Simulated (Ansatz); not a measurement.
Runs of Ansatz 0.2.0 on Ag. The structure is cubic, space group Im-3m (No. 229). The conventional cell has a = 3.311 Å, b = 3.311 Å, c = 3.311 Å, α = 90.00°, β = 90.00°, γ = 90.00°. Around Ag (site symmetry m-3m) lie 8 Ag at 2.87 Å. This isn't the form of Ag at room conditions, which is fcc.

```csv
task,level,spin,cell,k mesh,smearing,points for each segment of the path,gap on the mesh (eV),pressure (GPa),relaxed volume (Å³/atom)
band structure,PBEsol,off,as given,11 × 11 × 11,fermi-dirac 0.05 eV,14,none,(a),-
single point,PBE,off,as given,11 × 11 × 11,gaussian 0.012 eV,-,none,(b),-
relaxation of cell and atoms,revPBE,off,relaxed,11 × 11 × 11,fermi-dirac 0.05 eV,-,none,0.0,18.58
band structure,PBEsol,"SOC, no magnetisation",as given,8 × 8 × 8,fermi-dirac 0.05 eV,14,none,-7.4,-
relaxation of cell and atoms,LDA,off,relaxed,11 × 11 × 11,fermi-dirac 0.05 eV,-,none,0.0,16.13
```

Alike in all rows: potentials or basis Ansatz PAW; cutoff (eV) 420.

Problem. Estimate the missing entries.

Solution. (a) -7.3; (b) -0.8.

Caveats: the PAW data sets come from PBE, with cores solved anew for the run's functional, which leaves a small shift of forces and pressure (some runs); the plane-wave basis is chosen anew once the cell has moved, so the energies of steps on either side of that aren't comparable (some runs).

A k mesh can miss the band edges, and rows without SOC leave out spin-orbit coupling on Ag.

A gap of «none» marks a metal or a gap under the smearing width.
